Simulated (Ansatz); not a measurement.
# Ni (Im-3m) in Ansatz: a series of runs, part 2 of 2

Ansatz 0.2.0. The steps go on from the part before.

## 4. Band structure, PBE+D4+U, collinear spin, ferromagnetic start

run.py

```python
import json

import ase.io
import numpy as np

import ansatz as az

atoms = ase.io.read("POSCAR", format="vasp")
atoms.set_initial_magnetic_moments([1.0])

calculation = (
    az.Crystal.from_ase(atoms)
    .calculation()
    .kpoints(13, 13, 13)
    .functional("pbe", dispersion="d4")
    .pseudopotentials(kind="paw", source="ansatz")
    .hubbard(projectors="all-electron-atomic", double_counting="fll")
    .hubbard("Ni", "d", u_eff=4.0)
    .spin("collinear")
    .scf(extra_bands=6)
    .occupations(method="fermi_dirac", width=0.05)
    .band_structure(path=(((0.0, 0.0, 0.0), (0.5, -0.5, 0.5), (0.0, 0.0, 0.5), (0.0, 0.0, 0.0), (0.25, 0.25,
        0.25), (0.5, -0.5, 0.5)), ((0.25, 0.25, 0.25), (0.0, 0.0, 0.5))), intervals=14)
    .forces()
    .stress()
    .band_table(publish=True)
)
outcome = calculation.run(threads=2, events_out="events.jsonl")

report = outcome.report
for line in open("events.jsonl"):
    event = json.loads(line)
    if event["event"] == "scf_iter":
        d = event["data"]
        print(f"SCF {d['iter']:3d}  HF = {d['harris_foulkes_ev']:.6f} eV  dr2 = {d['dr2_ev']:.2e} eV")
    elif event["event"] in ("relax_step", "md_step"):
        d = event["data"]
        print(f"{event['event']} {d['step']:3d}  E = {d['lagrangian_ev']:.6f} eV")
np.set_printoptions(precision=5, suppress=True, linewidth=110)
print("converged:", report["converged"], "after", report["n_iterations"], "iterations")
print(f"free energy {report['free_energy_ev']:.6f} eV, Fermi level {report['fermi_energy_ev']:.4f} eV")
for key in ("band_edges_ev", "magnetization_mub", "site_moments_mub", "site_moments_nc_mub", "forces_ev_ang",
                "stress_gpa"):
    if report.get(key) is not None:
        print(key, np.array(report[key]), sep="\n")
```

POSCAR

```
Ni
1.0
   -1.3837154700      1.3837154700      1.3837154700
    1.3837154700     -1.3837154700      1.3837154700
    1.3837154700      1.3837154700     -1.3837154700
Ni
1
Direct
    0.0000000000      0.0000000000      0.0000000000
```

Potentials or basis: Ansatz PAW earlier set.

Launch:

```sh
> python run.py
```

The log of the run:

```text
DeckWarning: basis.ecutwfc = 920 eV, auto-derived from the records' recommended cutoffs: set by Ni (normal level)
PlacementWarning: RAYON_NUM_THREADS=2 ignored (pool sized by the plan → 2); use plan(threads=…)
SCF   1  HF = -5838.150230 eV  dr2 = 3.21e-01 eV
SCF   2  HF = -5838.251594 eV  dr2 = 1.67e-02 eV
SCF   3  HF = -5838.323710 eV  dr2 = 1.21e-02 eV
SCF   4  HF = -5838.367376 eV  dr2 = 1.04e-02 eV
SCF   5  HF = -5838.388645 eV  dr2 = 1.82e-03 eV
SCF   6  HF = -5838.402951 eV  dr2 = 1.39e-03 eV
SCF   7  HF = -5838.411109 eV  dr2 = 2.16e-04 eV
SCF   8  HF = -5838.415899 eV  dr2 = 1.26e-04 eV
SCF   9  HF = -5838.427979 eV  dr2 = 1.98e-02 eV
SCF  10  HF = -5838.421959 eV  dr2 = 1.24e-05 eV
SCF  11  HF = -5838.423126 eV  dr2 = 4.52e-07 eV
SCF  12  HF = -5838.423130 eV  dr2 = 4.87e-08 eV
SCF  13  HF = -5838.423130 eV  dr2 = 1.64e-09 eV
SCF  14  HF = -5838.423130 eV  dr2 = 2.00e-11 eV
converged: True after 14 iterations
free energy -5838.423130 eV, Fermi level 18.5133 eV
magnetization_mub
0.5622103033159913
site_moments_mub
[0.60346]
forces_ev_ang
[[0. 0. 0.]]
stress_gpa
[[-0.59426  0.       0.     ]
 [ 0.      -0.59426 -0.     ]
 [-0.       0.      -0.59426]]
```

bands.tsv:

```text
# k_distance	band_0_up	band_1_up	band_2_up	band_3_up	band_4_up	band_5_up	band_6_up	band_7_up	band_8_up	band_9_up	band_10_up	band_11_up	band_12_up	band_13_up	band_14_up	band_0_dn	band_1_dn	band_2_dn	band_3_dn	band_4_dn	band_5_dn	band_6_dn	band_7_dn	band_8_dn	band_9_dn	band_10_dn	band_11_dn	band_12_dn	band_13_dn	band_14_dn
# fermi_ev = 18.513302
# lock_threshold_ev = 1e-6
# [0, 0, 0] at k_distance = 0.000000
# [0.5, -0.5, 0.5] at k_distance = 2.270404
# [0, 0, 0.5] at k_distance = 3.875821
# [0, 0, 0] at k_distance = 5.481239
# [0.25, 0.25, 0.25] at k_distance = 7.447467
# [0.5, -0.5, 0.5] at k_distance = 9.413694
# [0.25, 0.25, 0.25] at k_distance = 9.413694
# [0, 0, 0.5] at k_distance = 10.548896
# jumps = 71
# n_points = 86
# levels_relative_to = fermi_ev
# free_energy_ev = -5838.423130
# largest_residual_norms_ev = 3.164e-4 5.088e-4 6.029e-4 5.374e-4 9.166e-4 1.098e-3 1.048e-3 1.167e-3 9.721e-4 1.903e-3 9.495e-4 1.162e-3 1.042e-3 1.813e-3 4.455e-3 2.812e-4 5.012e-4 5.491e-4 5.245e-4 9.711e-4 8.682e-4 1.072e-3 1.160e-3 2.053e-3 1.053e-3 1.224e-3 1.138e-3 1.663e-3 2.215e-3 2.418e-3
0.000000	-102.124735	-62.393203	-62.393203	-62.393203	-8.476482	-3.132935	-3.132935	-3.132935	-1.391214	-1.391214	27.128421	27.128421	27.128421	32.194846	32.194846	-101.365315	-61.651215	-61.651215	-61.651215	-8.529464	-1.681682	-1.681682	-1.681682	-0.906381	-0.906381	26.980949	26.980949	26.980949	32.084822	32.084822
0.162172	-102.123684	-62.397391	-62.395540	-62.395540	-8.368726	-3.134429	-3.134429	-3.103359	-1.439575	-1.371758	26.327138	26.961528	26.961528	30.824909	32.034715	-101.364236	-61.655554	-61.653568	-61.653568	-8.421551	-1.684620	-1.684620	-1.651987	-0.956764	-0.886083	26.190710	26.839757	26.839757	30.793615	32.199754
0.324343	-102.120762	-62.409468	-62.402450	-62.402450	-8.053996	-3.135370	-3.135370	-3.016033	-1.582954	-1.312945	24.811831	26.255903	26.255903	28.853789	31.073580	-101.361223	-61.668063	-61.660528	-61.660528	-8.105783	-1.689707	-1.689707	-1.564270	-1.106104	-0.825432	24.691885	26.220016	26.220016	28.842537	31.170425
0.486515	-102.116445	-62.428104	-62.413626	-62.413626	-7.557311	-3.125903	-3.125903	-2.875106	-1.816036	-1.211940	23.276515	24.883606	24.883606	26.892048	31.091272	-101.356749	-61.687350	-61.671792	-61.671792	-7.605350	-1.686570	-1.686570	-1.422594	-1.348772	-0.723848	23.173431	24.941626	24.941626	26.884100	31.114398
0.648687	-102.111072	-62.451404	-62.428553	-62.428553	-6.920807	-3.091923	-3.091923	-2.687324	-2.129457	-1.057743	21.891383	23.162164	23.162164	25.060581	31.779484	-101.351163	-61.711431	-61.686857	-61.686857	-6.958711	-1.674830	-1.660376	-1.660376	-1.233585	-0.574868	21.806406	23.273218	23.273218	25.052149	31.769651
0.810858	-102.104687	-62.477179	-62.446513	-62.446513	-6.210596	-3.017876	-3.017876	-2.509449	-2.461757	-0.818112	20.696526	21.349224	21.349224	23.433621	32.872435	-101.344531	-61.738011	-61.705020	-61.705020	-6.225152	-2.069693	-1.594723	-1.594723	-1.006204	-0.354411	20.630931	21.485372	21.485372	23.425171	32.855501
[... 63 lines left out ...]
9.273249	-102.050231	-62.581359	-62.581359	-62.576585	-5.430273	-5.430273	-0.849939	-0.752923	-0.752923	10.394865	10.394865	10.515508	16.984645	16.984645	21.107373	-101.288951	-61.844361	-61.844361	-61.839390	-5.084657	-5.084657	0.621823	0.725925	0.725925	10.400739	10.400739	10.525905	17.029087	17.029087	21.273607
9.413694	-102.049616	-62.580891	-62.580891	-62.580891	-5.469003	-5.469003	-0.734405	-0.734405	-0.734405	10.559921	10.559921	10.559921	16.705582	16.705582	20.833974	-101.288324	-61.843900	-61.843900	-61.843900	-5.123362	-5.123362	0.746703	0.746703	0.746703	10.556356	10.556356	10.556356	16.757056	16.757056	21.003017

9.413694	-102.079512	-62.527341	-62.527341	-62.527341	-4.123001	-4.123001	-4.123001	-1.159075	-1.159075	9.057799	9.057799	9.057799	10.983600	41.714416	41.714416	-101.318862	-61.785569	-61.785569	-61.785569	-2.876854	-2.876854	-2.876854	-0.657891	-0.657891	9.324249	9.324249	9.324249	11.099431	41.578512	41.578512
9.494780	-102.079755	-62.542043	-62.526805	-62.512473	-4.212059	-4.146754	-4.008841	-1.164218	-1.159533	8.309581	8.957106	9.824796	11.157979	40.159536	41.245759	-101.319029	-61.800583	-61.785055	-61.770478	-2.942760	-2.910089	-2.787523	-0.658368	-0.654856	8.596231	9.224573	10.070974	11.274460	40.048507	41.180228
9.575865	-102.080479	-62.556361	-62.525217	-62.497660	-4.278089	-4.216509	-3.867854	-1.179188	-1.160887	7.580141	8.730264	10.610425	11.603734	38.581076	40.619151	-101.319526	-61.815308	-61.783534	-61.755521	-3.006390	-2.987326	-2.672989	-0.659779	-0.647022	7.887033	9.004373	10.836125	11.718395	38.477755	40.554698
9.656951	-102.081662	-62.570089	-62.522642	-62.483125	-4.327884	-4.323475	-3.698705	-1.202694	-1.163069	6.869485	8.477203	11.414492	12.214832	37.041599	40.028115	-101.320343	-61.829542	-61.781068	-61.740907	-3.156607	-3.012921	-2.531801	-0.662051	-0.637426	7.196750	8.763940	11.619354	12.324344	36.946662	39.962579
9.738037	-102.083269	-62.583041	-62.519187	-62.469084	-4.474028	-4.350855	-3.500474	-1.232885	-1.165968	6.177635	8.243609	12.236587	12.936024	35.545235	39.351813	-101.321460	-61.843095	-61.777760	-61.726839	-3.348190	-3.022160	-2.362843	-0.665070	-0.629294	6.525447	8.546183	12.420080	13.039132	35.460448	39.358441
9.819123	-102.085244	-62.595054	-62.514998	-62.455740	-4.646239	-4.363069	-3.272690	-1.267649	-1.169438	5.504670	8.044089	13.075987	13.740411	34.094610	38.134558	-101.322842	-61.855791	-61.773751	-61.713508	-3.567418	-3.017854	-2.165335	-0.668684	-0.624864	5.873179	8.363532	13.237380	13.837255	34.022038	38.152646
9.900209	-102.087511	-62.605992	-62.510263	-62.443283	-4.834705	-4.363086	-3.015365	-1.304859	-1.173304	4.850843	7.880870	13.931481	14.611372	32.692062	36.831953	-101.324442	-61.867478	-61.769222	-61.701091	-3.800851	-3.002959	-1.938828	-0.672709	-0.625032	5.240072	8.216867	14.069801	14.702702	32.633983	36.859363
9.981295	-102.089974	-62.615751	-62.505203	-62.431886	-5.029251	-4.353929	-2.729047	-1.342523	-1.177372	4.216579	7.751348	14.801007	15.535296	31.340251	35.489980	-101.326194	-61.878025	-61.764385	-61.689750	-4.036074	-2.980497	-1.683189	-0.676944	-0.629561	4.626234	8.102762	14.914970	15.622048	31.299195	35.524677
10.062381	-102.092514	-62.624258	-62.500065	-62.421702	-5.219980	-4.338591	-2.414930	-1.378850	-1.181437	3.602736	7.651152	15.680996	16.498115	30.042940	34.143275	-101.328017	-61.887326	-61.759475	-61.679629	-4.262038	-2.953477	-1.398584	-0.681178	-0.637464	4.031889	8.016349	15.768888	16.581219	30.021796	34.183556
10.143466	-102.094999	-62.631466	-62.495112	-62.412862	-5.397756	-4.319939	-2.075101	-1.412274	-1.185296	3.010886	7.575565	16.565139	17.482426	28.806418	32.821929	-101.329814	-61.895299	-61.754745	-61.670854	-4.469190	-2.924804	-1.085455	-0.685195	-0.647386	3.457377	7.952632	16.624632	17.562738	28.808620	32.866410
10.224552	-102.097289	-62.637354	-62.490608	-62.405479	-5.554540	-4.300622	-1.713163	-1.441466	-1.188756	2.443991	7.520144	17.441611	18.463338	27.642265	31.558586	-101.331480	-61.901882	-61.750446	-61.663529	-4.649495	-2.897174	-0.744519	-0.688798	-0.657879	2.903162	7.907008	17.469490	18.541629	27.672067	31.606121
10.305638	-102.099246	-62.641918	-62.486802	-62.399644	-5.683596	-4.282973	-1.465325	-1.335968	-1.191645	1.908249	7.481088	18.287007	19.400909	26.573591	30.397914	-101.332911	-61.907035	-61.746814	-61.657743	-4.796432	-2.872977	-0.691805	-0.667588	-0.376812	2.370002	7.875603	18.278925	19.477892	26.636310	30.447507
10.386724	-102.100745	-62.645165	-62.483911	-62.395426	-5.779613	-4.268915	-1.482990	-1.193819	-0.959155	1.418685	7.455355	19.052241	20.226526	25.649154	29.411347	-101.334012	-61.910730	-61.744057	-61.653562	-4.904963	-2.854192	-0.694068	-0.675380	0.015973	1.859288	7.855341	19.003426	20.302873	25.750479	29.462089
10.467810	-102.101688	-62.647108	-62.482105	-62.392875	-5.838760	-4.259886	-1.493839	-1.195167	-0.627566	1.019662	7.440798	19.634564	20.825812	24.971424	28.714931	-101.334706	-61.912953	-61.742335	-61.651034	-4.971508	-2.842307	-0.695472	-0.680403	0.428985	1.375633	7.844068	19.545402	20.902058	25.111839	28.766075
10.548896	-102.102009	-62.647754	-62.481491	-62.392022	-5.858733	-4.256776	-1.497497	-1.195624	-0.472821	0.842474	7.436091	19.864379	21.051612	24.709833	28.456666	-101.334943	-61.913694	-61.741749	-61.650188	-4.993927	-2.838241	-0.695948	-0.682137	0.768087	1.013002	7.840456	19.755723	21.127921	24.869325	28.507847
```

occupation_matrices:

```text
# The occupation matrices of the corrected shells as a run of Ansatz 0.0.0 ended. An entry of
# hamiltonian.hubbard.sites starts from them by `starting_ns: <path of this file>`, where that key's refused
# combinations let it.
# Free energy -5838.423130 eV.
# projection_atom_Ni: [Ne] 3s2 3p6 3d8 4s2
format: ansatz-occupation-matrices/1
state: converged
spin: collinear
projectors: all-electron-atomic
projection_frame: null
lattice: # Å
  - [-1.38371547, 1.38371547, 1.38371547]
  - [1.38371547, -1.38371547, 1.38371547]
  - [1.38371547, 1.38371547, -1.38371547]
atoms: # fractions of the lattice vectors, and the starting moment (μ_B)
  - {symbol: Ni, position: [0.0, 0.0, 0.0], spin: 1.0}
sites: # a site counts the atoms from 0
  - {site: 0, l: d, shell: 3, starting_ns: [{spin: up, occupation_matrix: site0_d_up}, {spin: down, occupation_matrix: site0_d_down}]} # 9.092 electrons, moment 0.553 μ_B, filled orbitals 5 + 5
occupation_matrices: # on the real harmonics m = 0, +1, -1, ... of the Cartesian axes; of spinors up first
  site0_d_up:
    matrix:
      - [0.9638646637654273, 1.1180834903756764e-19, -2.710505431213761e-20, -2.1467203015212988e-17, -5.421010862427522e-20]
      - [4.404571325722362e-20, 0.9649794953605518, 1.0842021724855044e-19, 5.421010862427522e-20, 1.0842021724855044e-19]
      - [0.0, 3.2526065174565133e-19, 0.9649794953605518, 0.0, -3.2526065174565133e-19]
      - [-2.1033522146218786e-17, 2.710505431213761e-20, 8.131516293641283e-20, 0.9638646637654273, -2.0328790734103208e-20]
      - [5.421010862427522e-20, 1.0842021724855044e-19, -3.2526065174565133e-19, 6.098637220230962e-20, 0.9649794953605519]
  site0_d_down:
    matrix:
      - [0.9433345334542982, 4.336808689942018e-19, 1.0842021724855044e-19, -1.1655173354219173e-17, -9.75781955236954e-19]
      - [0.0, 0.7942550662300756, 1.951563910473908e-18, 1.6263032587282567e-19, -1.3010426069826053e-18]
      - [-3.2526065174565133e-19, 2.168404344971009e-18, 0.7942550662300756, -3.7947076036992655e-19, -1.3010426069826053e-18]
      - [-2.108773225484306e-17, 5.421010862427522e-20, -7.860465750519907e-19, 0.9433345334542979, 6.505213034913027e-19]
      - [-1.0842021724855044e-19, 1.734723475976807e-18, -1.734723475976807e-18, 4.336808689942018e-19, 0.7942550662300757]
```

It took 7.6 s on 2 threads of Arm Neoverse V1, shared host; peak memory 0.48 GiB.

Results:

- Free energy: -5838.4231 eV
- Pressure: -0.6 GPa
- Band gap on the k mesh: none (metal or under the smearing width)
- Net moment: 0.56 μB per cell
- Absolute moment: 0.66 μB per cell
- Site moments: Ni +0.60 μB

Levels at the corners of the path, in eV from the Fermi level:
Spin up:
| point | band 5 | band 6 | band 7 | band 8 | band 9 | band 10 | band 11 | band 12 | band 13 | band 14 |
| --- | --- | --- | --- | --- | --- | --- | --- | --- | --- | --- |
| Γ | -8.48 | -3.13 | -3.13 | -3.13 | -1.39 | -1.39 | 27.13 | 27.13 | 27.13 | 32.19 |
| H | -5.47 | -5.47 | -0.73 | -0.73 | -0.73 | 10.56 | 10.56 | 10.56 | 16.71 | 16.71 |
| N | -5.86 | -4.26 | -1.50 | -1.20 | -0.47 | 0.84 | 7.44 | 19.86 | 21.05 | 24.71 |
| Γ | -8.48 | -3.13 | -3.13 | -3.13 | -1.39 | -1.39 | 27.13 | 27.13 | 27.13 | 32.19 |
| P | -4.12 | -4.12 | -4.12 | -1.16 | -1.16 | 9.06 | 9.06 | 9.06 | 10.98 | 41.71 |
| H | -5.47 | -5.47 | -0.73 | -0.73 | -0.73 | 10.56 | 10.56 | 10.56 | 16.71 | 16.71 |
| P | -4.12 | -4.12 | -4.12 | -1.16 | -1.16 | 9.06 | 9.06 | 9.06 | 10.98 | 41.71 |
| N | -5.86 | -4.26 | -1.50 | -1.20 | -0.47 | 0.84 | 7.44 | 19.86 | 21.05 | 24.71 |
Spin down:
| point | band 6 | band 7 | band 8 | band 9 | band 10 | band 11 | band 12 | band 13 |
| --- | --- | --- | --- | --- | --- | --- | --- | --- |
| Γ | -1.68 | -1.68 | -1.68 | -0.91 | -0.91 | 26.98 | 26.98 | 26.98 |
| H | -5.12 | 0.75 | 0.75 | 0.75 | 10.56 | 10.56 | 10.56 | 16.76 |
| N | -2.84 | -0.70 | -0.68 | 0.77 | 1.01 | 7.84 | 19.76 | 21.13 |
| Γ | -1.68 | -1.68 | -1.68 | -0.91 | -0.91 | 26.98 | 26.98 | 26.98 |
| P | -2.88 | -2.88 | -0.66 | -0.66 | 9.32 | 9.32 | 9.32 | 11.10 |
| H | -5.12 | 0.75 | 0.75 | 0.75 | 10.56 | 10.56 | 10.56 | 16.76 |
| P | -2.88 | -2.88 | -0.66 | -0.66 | 9.32 | 9.32 | 9.32 | 11.10 |
| N | -2.84 | -0.70 | -0.68 | 0.77 | 1.01 | 7.84 | 19.76 | 21.13 |

Eigenvalues of the final occupation matrices:
```
  site  spin  trace               eigenvalues
site 1     1   4.82  0.96 0.96 0.96 0.96 0.96
site 1     2   4.27  0.79 0.79 0.79 0.94 0.94
```

Caveat: the magnetic or orbital state may not be the lowest; pairwise dispersion overbinds metals, which lowers pressure and volume; the U is typed as a test and isn't derived for this compound.

## 5. Summary

| task | level | potentials or basis | U | cutoff (eV) | smearing | driver | double counting | points for each segment of the path | gap on the mesh (eV) | pressure (GPa) | moment (μB) |
| --- | --- | --- | --- | --- | --- | --- | --- | --- | --- | --- | --- |
| density of states | PBEsol+U | Ansatz PAW | Ni d U = 1 eV | 420 | methfessel-paxton 0.025 eV | chain | fll (the default) | - | none | -3.1 | 0.58 |
| density of states | PBEsol+U | Ansatz PAW | Ni d U = 1 eV | 420 | methfessel-paxton 0.025 eV | - | fll (the default) | - | none | -3.1 | 0.58 |
| band structure | PBE+D4+U | Ansatz PAW earlier set | Ni d U = 4 eV | 920 | fermi-dirac 0.05 eV | chain | fll | 14 | none | -0.6 | 0.56 |

Alike in all rows: spin collinear, ferromagnetic start; cell as given; k mesh 13 × 13 × 13.

Caveats: the magnetic or orbital state may not be the lowest; the U is typed as a test and isn't derived for this compound; the PAW data sets come from PBE, with cores solved anew for the run's functional, which leaves a small shift of forces and pressure (some runs); pairwise dispersion overbinds metals, which lowers pressure and volume (some runs).

Absolute energies hang on the potentials; compare differences alone.
